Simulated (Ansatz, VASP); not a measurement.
Pt in VASP and in Ansatz

```
CELL_PARAMETERS angstrom
2.62263 0.00000 0.00000
-1.31132 2.27127 0.00000
0.00000 0.00000 4.79213
ATOMIC_POSITIONS crystal
Pt 0.66667 0.33333 0.75000
Pt 0.33333 0.66667 0.25000
```

Change from the starting cell: strain -0.0500 x Voigt [1, 1, 0, 0, 0, 0], atoms carried along.

Alike in both runs: task single point; functional PBEsol; k mesh 18 × 18 × 10; occupations gaussian, width 0.15 eV; no spin polarisation.

```csv
,VASP,Ansatz
version,VASP 6.6.1,Ansatz 0.2.0
potentials or method,"VASP PAW PBE potentials, release 64 (Pt)","scalar-relativistic, plane waves, PAW"
plane-wave cutoff (eV),520,420
valence electrons in the cell,20,36
```

```csv
,VASP,Ansatz,Ansatz less VASP
gap on the k mesh at the Fermi level (eV),none,none,-
pressure (GPa),22.3,22.7,+0.38
largest component of the traceless stress (GPa),15.23,15.15,-0.079
```

A gap of «none» marks a metal or a gap that the smearing closes. The two sets of potentials don't hold the same shells in valence.

Caveats: so large a pressure means that the cell lies far from this level's equilibrium, or that cutoff or potentials fall short (VASP); the potentials were made for another functional, which shifts forces and pressure (VASP). The runs have no spin-orbit coupling, so splittings on Pt are missing.
